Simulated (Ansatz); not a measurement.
Electron masses and the choice of a transistor channel

Plane-wave DFT in Ansatz, PBE, scalar-relativistic PAW potentials, cutoff 420 eV, no spin-orbit coupling; no spin polarisation. Relaxed crystals whose conduction band edge is a single valley at Γ; masses by central differences along the Cartesian axes of the standard setting.

| crystal | gap (eV) | gap kind | m_x | m_y | m_z (mₑ) |
| --- | --- | --- | --- | --- | --- |
| TiO₂ (P4_2/mnm) | 1.86 | direct | 1.16 | 1.16 | 0.577 |
| MgO (Fm-3m) | 4.46 | direct | 0.337 | 0.337 | 0.337 |
| SnO₂ (P4_2/mnm) | 0.68 | direct | 0.17 | 0.17 | 0.157 |
| ZnO (P6_3mc) | 0.74 | direct | 0.137 | 0.137 | 0.138 |

Question: Take a film 7 nm thick, normal along z, current along x, at 300 K. Work out the injection velocity, the density-of-states capacitance and the confinement shift.

Answer: For a non-degenerate gas v_T = √(2k_BT/πm_x) = 5.38×10⁶ cm/s ÷ √(m_x/mₑ); one valley with both spins has C_Q = e²√(m_x m_y)/πħ² = 66.9 μF/cm² × √(m_x m_y)/mₑ; hard walls lift the first subband by ħ²π²/(2m_z t²) = 376 meV nm² ÷ (t² m_z/mₑ).
| crystal | v_T (10⁷ cm/s) | C_Q (μF/cm²) | shift (meV) |
| --- | --- | --- | --- |
| TiO₂ (P4_2/mnm) | 0.50 | 77.6 | 13 |
| MgO (Fm-3m) | 0.93 | 22.5 | 23 |
| SnO₂ (P4_2/mnm) | 1.30 | 11.4 | 49 |
| ZnO (P6_3mc) | 1.45 | 9.2 | 56 |

Question: With a gate oxide of 1 nm equivalent thickness (3.45 μF/cm²), which gives the most current per gate overdrive in the ballistic limit?

Answer: The gate capacitance is the series value C_G = 1/(1/C_ox + 1/C_Q), and the current goes as C_G v_T: ZnO (P6_3mc) 1.00, SnO₂ (P4_2/mnm) 0.95, MgO (Fm-3m) 0.76, TiO₂ (P4_2/mnm) 0.45 (relative). For an isotropic mass C_G v_T peaks where C_Q = C_ox, at about 0.05 mₑ. This measure doesn't part those within 10 % of the top value: ZnO (P6_3mc), SnO₂ (P4_2/mnm). C_Q is the degenerate value and v_T the non-degenerate one; at high drain bias only forward-going states fill, which halves C_Q, while degeneracy raises the velocity, so values within about 10 % of each other aren't ranked. Scattering and the charge centroid are left out, and so are side valleys, which confinement lifts less and can make the lowest. Members with gaps over 3 eV here are hard to dope and contact. In oxides whose conduction band is of d states, electrons tend to self-trap as polarons, and the band mass says little. Where the shift is under 25 meV (TiO₂ (P4_2/mnm), MgO (Fm-3m)) higher subbands (the second lies three shifts above the first) fill in part at 300 K, so C_Q is larger than given. Semilocal functionals give gaps too small and so, as a rule, masses too light.

Cost: about 4 core-minutes for the runs cited, on Arm Neoverse V2, AMD EPYC 9R45 (Zen 5), Arm Neoverse V1 (shared hosts).